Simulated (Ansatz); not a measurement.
## G0W0 run on NaCl (Fm-3m)

Level of theory: G0W0@PBE, plasmon-pole screening, all-electron datasets in plane waves (scalar-relativistic, Gaussian nuclei) (Ansatz 0.2.0-dev).

Input files:

```yaml
crystal:
  lattice:
    - [0.0, 2.4816, 2.4816]
    - [2.4816, 0.0, 2.4816]
    - [2.4816, 2.4816, 0.0]
  atoms:
    - { symbol: Na, position: [0.0, 0.0, 0.0] }
    - { symbol: Cl, position: [0.5, 0.5, 0.5] }
basis:
  precision: f64
  xc_grid: 2
kpoints:
  mp_grid: { grid: [4, 4, 4], shift: [0, 0, 0] }
hamiltonian:
  xc: pbe
  dispersion: none
  pseudopotentials: { kind: all_electron, nuclear_model: gaussian }
magnetization:
  spin_polarized: false
scf:
  lower_state_search: "off"
  max_iter: 200
  occupations: { method: fixed }
  convergence: { dr2_threshold: "1e-10 eV" }
output: {}
gw:
  n_empty_bands: 197
  ecut_chi: 200
  ecutfock_ratio: 1
  qp_bands: [v7, c2]
  plasmon_pole_fit_frequency: 19.0
```

Linearised quasiparticle energies, zero at the top filled Kohn-Sham level among these points. VB is the top filled band, CB the lowest empty one. The wave cutoff came out at 3630 eV.

```tsv
k	band	ε_KS (eV)	Σx − Vxc (eV)	Σc (eV)	Z	ε_QP (eV)
Γ	VB	0.00	-4.20	1.90	0.82	-1.88
Γ	CB	7.08	4.83	-3.80	0.86	7.96
Γ	CB+1	11.08	5.40	-3.87	0.86	12.41
```

The gap (direct at Γ) opens from 7.08 eV to 9.84 eV.

Electronic (ion-clamped) dielectric constant on this mesh, from the head of the inverse dielectric matrix: 2.8.

The cell is a model at fixed atoms and needn't be the relaxed known crystal. The mesh is coarse, so these are values at the stated settings, not converged ones. Band sums or response are cut, so the gap isn't at its basis limit. The gap is read on the mesh, and the crystal's band edges can lie off it.
